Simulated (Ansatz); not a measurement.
# Ta2AlN3: the cost of one run

Computed with Ansatz 0.2.0 (DFT PBE, scalar-relativistic, plane waves, PAW, unless a step's input says otherwise).

## Step 1: The starting structure

It takes space group P-6m2 (No. 187, hexagonal). Conventional cell: a = 3.154 Å, b = 3.154 Å, c = 9.285 Å, α = 90.00°, β = 90.00°, γ = 120.00°. Around Ta (site symmetry 3m) lie 6 N at 2.39 Å. Around Al (site symmetry -6m2) lie 6 N at 2.39 Å. Around N (site symmetry 3m) lie 3 Ta at 2.39 Å and 3 Al at 2.39 Å. N (site symmetry -6m2) has 6 Ta at 2.39 Å as nearest neighbours.

Coordinates:

```
Ta Al N
1.0
     3.15402    0.00000    0.00000
    -1.57701    2.73146    0.00000
     0.00000    0.00000    9.28493
Ta Al N
2 1 3
Direct
  0.33333 0.66667 0.33333
  0.33333 0.66667 0.66667
  0.33333 0.66667 0.00000
  0.00000 0.00000 0.83333
  0.00000 0.00000 0.16667
  0.00000 0.00000 0.50000
```

The start is an ordering of an alloy on its end members' structure types: elements ordered on the sites of the TaN type, Ta/Al on Ta (P-6m2, No. 187).

## Step 2: Probe: one point on a coarse mesh

Input file input.yaml:

```yaml
crystal:
  lattice:
    - [3.15401971, 0.0, 0.0]
    - [-1.57700986, 2.7314612, 0.0]
    - [0.0, 0.0, 9.28492716]
  atoms:
    - { symbol: Ta, position: [0.33333333, 0.66666667, 0.33333333] }
    - { symbol: Ta, position: [0.33333333, 0.66666667, 0.66666667] }
    - { symbol: Al, position: [0.33333333, 0.66666667, 0.0] }
    - { symbol: "N", position: [0.0, 0.0, 0.83333333] }
    - { symbol: "N", position: [0.0, 0.0, 0.16666667] }
    - { symbol: "N", position: [0.0, 0.0, 0.5] }
basis:
  ecutwfc: 420
kpoints:
  mp_grid: { grid: [6, 6, 2] }
hamiltonian:
  xc: pbe
scf:
  occupations: { method: gaussian, width: 0.1 }
  lower_state_search: "off"
output:
  forces: true
  stress: true
  eigenvalues: true
```

The run is started by

```console
> ansatz run input.yaml --threads 1 --pin off --max-ram 2560MiB --backend cpu --events-out ev --progress --plain --runs-dir out
```

Q: Estimate wall time and peak memory on 1 thread of Intel Xeon 6975P-C (Granite Rapids), shared host.

About 1.3 s, with a peak of 0.35 GiB.
